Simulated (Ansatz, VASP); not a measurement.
**Lu: VASP beside Ansatz**

File INCAR:

```
PREC     = Accurate       # precision mode
ENCUT    = 520            # plane-wave cutoff, eV
EDIFF    = 1E-6           # SCF threshold, eV
ISMEAR   = 0              # smearing method
SIGMA    = 0.05           # smearing width, eV
LREAL    = False          # projectors in reciprocal space
LASPH    = True           # aspherical terms in the spheres
NELM     = 60             # most SCF steps
ALGO     = Normal         # electronic algorithm
ISIF     = 2              # what is computed and relaxed
LWAVE    = False          # write WAVECAR
LCHARG   = False          # write CHGCAR
GGA      = PE             # functional
NBANDS   = 18             # bands
```

KPOINTS

```
regular mesh
0
Gamma
  14 14 14
```

File POSCAR:

```
Lu
1.0
    0.0000000000      2.4362771651      2.4362771651
    2.4362771651      0.0000000000      2.4362771651
    2.4362771651      2.4362771651      0.0000000000
Lu
1
Direct
    0.0000000000      0.0000000000      0.0000000000
```

Input for Ansatz:

```yaml
crystal:
  lattice:
    - [0.0, 2.4362771651, 2.4362771651]
    - [2.4362771651, 0.0, 2.4362771651]
    - [2.4362771651, 2.4362771651, 0.0]
  atoms:
    - { symbol: Lu, position: [0.0, 0.0, 0.0] }
basis:
  ecutwfc: 420
  ecutrho_ratio: 4
kpoints:
  mp_grid: { grid: [14, 14, 14] }
hamiltonian:
  xc: pbe
scf:
  occupations: { method: gaussian, width: 0.05 }
output:
  forces: true
  stress: true
  eigenvalues: true
```

Alike in both runs: task single point; functional PBE; k mesh 14 × 14 × 14; occupations gaussian, width 0.05 eV; no spin polarisation.

|  | VASP | Ansatz |
| --- | --- | --- |
| version | VASP 6.6.1 | Ansatz 0.2.0 |
| potentials or method | VASP PAW PBE potentials, release 64 (Lu) | scalar-relativistic, plane waves, PAW |
| plane-wave cutoff (eV) | 520 | 420 |
| valence electrons in the cell | 25 | 25 |

Ansatz gave:

```
gap on the k mesh at the Fermi level (eV) : none
pressure (GPa)                            : 0.0
```

**Question.** Which values does VASP return?

**Answer.** gap on the k mesh at the Fermi level (eV): none; pressure (GPa): 0.2.

A gap of «none» marks a metal or a gap that the smearing closes. The functional is the same, so the differences come from potentials, cutoffs and numerics.

The runs have no spin-orbit coupling, so splittings on Lu are missing.
